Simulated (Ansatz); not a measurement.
# Si: the cost of one run

Computed with Ansatz 0.2.0 (DFT r2SCAN, scalar-relativistic, plane waves, PAW, unless a step's input says otherwise).

2 further runs of the same task are left out: 2 set aside as unsound or not needed.

## Step 1: The starting structure

Symmetry: P6/mmm, No. 191, hexagonal system. The conventional cell has a = 2.629 Å, b = 2.629 Å, c = 2.494 Å, α = 90.00°, β = 90.00°, γ = 120.00°. Si (site symmetry 6/mmm) has 8 Si at 2.49 to 2.63 Å in its first shell of neighbours.

Coordinates:

```cif
data_structure
_symmetry_space_group_name_H-M 'P 1'
_symmetry_Int_Tables_number 1
_cell_length_a 2.6290
_cell_length_b 2.6290
_cell_length_c 4.9876
_cell_angle_alpha 90.000
_cell_angle_beta 90.000
_cell_angle_gamma 120.000
_cell_volume 29.85
loop_
_atom_site_label
_atom_site_type_symbol
_atom_site_fract_x
_atom_site_fract_y
_atom_site_fract_z
_atom_site_occupancy
Si1 Si 0.00000 0.00000 0.00000 1
Si2 Si 0.00000 0.00000 0.50000 1
```

It goes back to an entry of the Materials Project, which need not be the stable form.

It is built from the cell relaxed beforehand with the same method (14.93 Å³/atom).

## Step 2: Zero of energy

The cell is repeated 2 times, 2 atoms in all. Reference values: F = -1277.2600 eV; pressure 0.04 GPa; largest force 0.000 eV/Å; gap on the mesh none (metal). It was computed beforehand with the settings of the runs below.

## Step 3: The disturbance

Cell sheared at random, sigma 0.06, atoms nudged by 0.01 Å. Displacements in the unstrained cell, with the mean shift removed:

| atom | ux (Å) | uy (Å) | uz (Å) |
| --- | --- | --- | --- |
| Si1 | 0.004 | 0.006 | 0.006 |
| Si2 | -0.004 | -0.006 | -0.006 |

Strain (xx, yy, zz, yz, xz, xy; engineering shear): (-0.0520, 0.0104, 0.0416, 0.2112, 0.0512, 0.0724).

## Step 4: The disturbed cell, one point

The input, input.yaml:

```yaml
crystal:
  lattice:
    - [2.49239909, 0.0951806069, 0.0672612229]
    - [-1.1637707215, 2.252757664, 0.2068308029]
    - [0.12760435, 0.5267632711, 5.1951263218]
  atoms:
    - { symbol: Si, position: [0.002840161, 0.0028413536, 0.0012336566] }
    - { symbol: Si, position: [-0.002840161, -0.0028413536, 0.4987663434] }
basis:
  ecutwfc: 500
kpoints:
  mp_grid: { grid: [12, 12, 8] }
hamiltonian:
  xc: r2scan
scf:
  occupations: { method: gaussian, width: 0.15 }
output:
  forces: true
  stress: true
  eigenvalues: true
  write_density: true
  write_potential: true
  elf: true
  volumetric_format: npy
```

The run is started by

```bash
$ ansatz run input.yaml --threads 2 --pin off --max-ram 5120MiB --backend cpu --events-out ev --progress --plain --runs-dir out
```

**Question.** How long does this run take on 2 threads of Arm Neoverse V2, shared host, and how much memory does it need?

About 11 s, with a peak of 0.51 GiB.
